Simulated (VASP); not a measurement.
# C₂H₄O: harmonic vibrations of a molecule

C₂H₄O, molecule in box, 7 atoms in the cell. RevPBE with D3(BJ), harmonic vibrations; PAW potentials C, O, H (PBE set).

## Input

INCAR.step1:
```
SYSTEM = H4C2O
  PREC = Accurate
  ENCUT = 400
  EDIFF = 1E-8
  ISMEAR = 0
  SIGMA = 0.01
  ISYM = 0
  LREAL = .False.
  LASPH = .True.
  NELM = 100
  ALGO = Normal
  LWAVE = .False.
  LCHARG = .False.
  GGA = RE
  IVDW = 12
  IBRION = 2
  NSW = 60
  ISIF = 2
  EDIFFG = -0.002
  POTIM = 0.5
```

INCAR.step2, as INCAR.step1 but for:
```
- IBRION = 2
- NSW = 60
- ISIF = 2
- EDIFFG = -0.002
- POTIM = 0.5
+ IBRION = 5
+ NFREE = 2
+ POTIM = 0.015
+ NSW = 1
```

KPOINTS:
```
k-points
0
Gamma
  1 1 1
```

POSCAR.step1:
```
H4C2O
1.0
   12.0000000000      0.0000000000      0.0000000000
    0.0000000000     11.0000000000      0.0000000000
    0.0000000000      0.0000000000     12.0000000000
C O H
2 1 4
Direct
    0.4433000000      0.4590318200      0.4765416700
    0.5478416700      0.4987681800      0.5266000000
    0.4653500000      0.5838954500      0.4946583300
    0.4420750000      0.4306863600      0.3897750000
    0.3788083300      0.4199227300      0.5290916700
    0.5600916700      0.4888227300      0.6158916700
    0.6233583300      0.4995863600      0.4765750000
```

Commands (each step's output is kept before the next begins):
```
cat potpaw_PBE.64/C/POTCAR potpaw_PBE.64/O/POTCAR potpaw_PBE.64/H/POTCAR > POTCAR
cp INCAR.step1 INCAR
cp POSCAR.step1 POSCAR
mpirun -np 4 vasp_gam > vasp.out
cp CONTCAR POSCAR
cp INCAR.step2 INCAR
mpirun -np 4 vasp_gam > vasp.out
```

## Result

- Vibrations (cm⁻¹; a negative value is imaginary): 3109, 3093, 3021, 3016, 1488, 1457, 1268, 1137, 1125, 1115, 1106, 1010, 874, 817, 795
- Zero-point energy (eV): 1.514
- Translations and rotations, which should read zero (cm⁻¹): -29, -14, -7, 0, 10, 14
- Vibrational entropy at 298 K (meV/K): 0.041
- Displaced cells: 42
- Ionic steps, all stages: 69
- Electronic steps, all stages: 1107

VASP 6.6.1 took 1158 s on 4 cores (Intel Xeon Platinum 8259CL @ 2.50GHz (Skylake/Cascade Lake)), a shared host.
